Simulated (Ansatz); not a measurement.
GaN: the change of pressure with volume per atom

Results calculated with Ansatz 0.2.0, not measured. Density functional stress and forces at fixed atoms, pressure and stress positive in compression, spin-unpolarised plane waves.

Cell of the first row (space group F-43m, No. 216):
```
GaN
1.0
      0.0000     2.1590     2.1590
      2.1590     0.0000     2.1590
      2.1590     2.1590     0.0000
Ga N
1 1
Direct
  0.00000 0.00000 0.00000
  0.25000 0.25000 0.25000
```

Settings of every row: periodic directions 3; functional r2SCAN; spin orbit yes; potentials PAW; wave cutoff 500 eV; k mesh 10x10x10; smearing width 0 eV.

```csv
row,volume per atom (Å³),pressure (GPa)
1,10.064,31.25
2,10.381,21.82
3,10.706,13.55
4,11.037,?
5,11.375,-0.02
6,11.719,-5.52
7,12.071,-10.28
```

Question: what pressure should row 4 give?

Worked fit of pressure. Take u = (V_r/V)^(2/3) − 1 with V_r = 11.04 Å³ an atom, which is twice the finite (Eulerian) strain; such expansions in the strain, on which the Birch-Murnaghan equation of state is built, carry the rest volume and the bulk modulus. The shown rows have u = 0.06365, 0.04189, 0.02069, -0.01973, -0.03901, -0.05778. Least squares give pressure = 6.239 + 334.4 × u + 876.6 × u² + 661 × u³ GPa; a parabola predicts inner rows, each left out in turn, worse (root mean square 0.053 against 0.021 GPa). The rows lie off it by 0.00, -0.01, 0.01, 0.00, -0.01, 0.00. The pressure vanishes at u = -0.0197, or V = 11.37 Å³ an atom, and there the bulk modulus with atoms relaxed is B = −V dP/dV = (2/3)(1 + u) dP/du = 197 GPa. The withheld row has u = 0.00018, so the fit gives 6.239 + 334.4 × (0.00018) + 876.6 × (0.00018)² + 661 × (0.00018)³ = 6.30 GPa.

The calculation gave 6.3 GPa. The fit meets it to the printed digit.
